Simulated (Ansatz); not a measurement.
# Si4C5: the cost of one run

Program: Ansatz 0.2.0. Level of theory: DFT PBE, scalar-relativistic, plane waves, PAW. These are calculated values, not measurements.

The COD entry's cell or inner coordinates are ideal or old and differ from later refinements, so a difference from it is no clean test against experiment.

## Step 1: The structure to begin with

It takes space group Pm (No. 6, monoclinic). Conventional cell: a = 4.379 Å, b = 3.097 Å, c = 20.133 Å, α = 90.00°, β = 90.00°, γ = 90.00°. Around Si (site symmetry m) lie 3 C at 1.90 Å. C (site symmetry m) has 3 Si at 1.90 Å as nearest neighbours. Around Si (site symmetry m) lie 4 C at 1.90 to 1.94 Å. C (site symmetry m) has 4 Si at 1.90 to 1.95 Å as nearest neighbours. Si (site symmetry m) is surrounded by 4 C at 1.86 to 1.95 Å. C (site symmetry m) is surrounded by 4 Si at 1.84 to 1.94 Å. Around Si (site symmetry m) lie 3 C at 1.78 to 1.84 Å. C (site symmetry m) is surrounded by 1 C at 1.52 Å. Only part of the 9 independent sites is listed.

Structure file:

```cif
data_structure
_symmetry_space_group_name_H-M 'P 1'
_symmetry_Int_Tables_number 1
_cell_length_a 3.0967
_cell_length_b 4.3795
_cell_length_c 20.1332
_cell_angle_alpha 90.000
_cell_angle_beta 90.000
_cell_angle_gamma 90.000
_cell_volume 273.05
loop_
_atom_site_label
_atom_site_type_symbol
_atom_site_fract_x
_atom_site_fract_y
_atom_site_fract_z
_atom_site_occupancy
Si1 Si 0.50000 0.50000 0.19868 1
C1 C 0.00000 0.25000 0.19868 1
Si2 Si 0.00000 0.00000 0.27558 1
C2 C 0.50000 0.75000 0.27558 1
Si3 Si 0.50000 0.49714 0.35549 1
C3 C 0.00000 0.25594 0.35416 1
Si4 Si 0.00000 0.94989 0.41690 1
C4 C 0.50000 0.75474 0.42880 1
C5 C 0.50000 0.75474 0.50430 1
```

This is the geometry of the first run shown, built on a cell relaxed beforehand with the same method.

## Step 2: Plan of the line

Atoms count from 1 in the order of the input.

C is moved over the surface cell; relaxed at each place: the height of the adsorbate's atoms; substrate rigid; the origin of the map has the adsorbate above C8.

The axes are (1) position of C9 along the first surface vector, from above C8: 6 values from 0.000 to 0.833, periodic; (2) position of C9 along the second surface vector, from above C8: 6 values from 0.000 to 0.833, periodic.

Relaxed at each point: the height of the adsorbate's atoms; substrate rigid. Points are written as (first, second).

The two vectors of the plane (Å): (3.097, 0.000, 0.000); (0.000, 4.380, 0.000).

## Step 3: Point (0/6, 0/6) of the map's two axes

Contents of input.yaml:

```yaml
crystal:
  lattice:
    - [3.0967389835, 0.0, 0.0]
    - [0.0, 4.3794502696, 0.0]
    - [0.0, 0.0, 20.1332068409]
  atoms:
    - { symbol: Si, position: [0.5, 0.5, 0.1986767449] }
    - { symbol: C, position: [0.0, 0.25, 0.1986767449] }
    - { symbol: Si, position: [0.0, 0.0, 0.2755829975] }
    - { symbol: C, position: [0.5, 0.75, 0.2755829975] }
    - { symbol: Si, position: [0.5, 0.4971399929, 0.3554907356] }
    - { symbol: C, position: [0.0, 0.2559423736, 0.3541649052] }
    - { symbol: Si, position: [0.0, 0.9498903522, 0.4168952508] }
    - { symbol: C, position: [0.5, 0.7547379257, 0.4288043583] }
    - { symbol: C, position: [0.5, 0.7547379257, 0.5043015214], spin: 2.0 }
basis:
  ecutwfc: 420
kpoints:
  mp_grid: { grid: [9, 6, 1] }
hamiltonian:
  xc: pbe
  pseudopotentials: { kind: paw, azcp: { folder: soft_1 } }
scf:
  occupations: { method: gaussian, width: 0.05 }
output:
  forces: true
  eigenvalues: true
  populations: true
magnetization:
  spin_polarized: true
relax:
  adjacent_minimum: "off"
  f_tol: 0.025
  max_steps: 16
  constraints: [{ sites: [0, 1, 2, 3, 4, 5, 6, 7] }, { sites: [8], fix: xy }]
efield:
  axis: 3
  dipole_correction: true
  ramp_width: 0.04
```

Started as:

```bash
$ ansatz run input.yaml --threads 2 --pin off --max-ram 6144MiB --backend cpu --events-out ev --progress --plain --runs-dir out
```

**Question.** How long does this run take on 2 threads of AMD EPYC 9R45 (Zen 5), shared host, and how much memory does it need?

About 42 s, with a peak of 0.66 GiB.
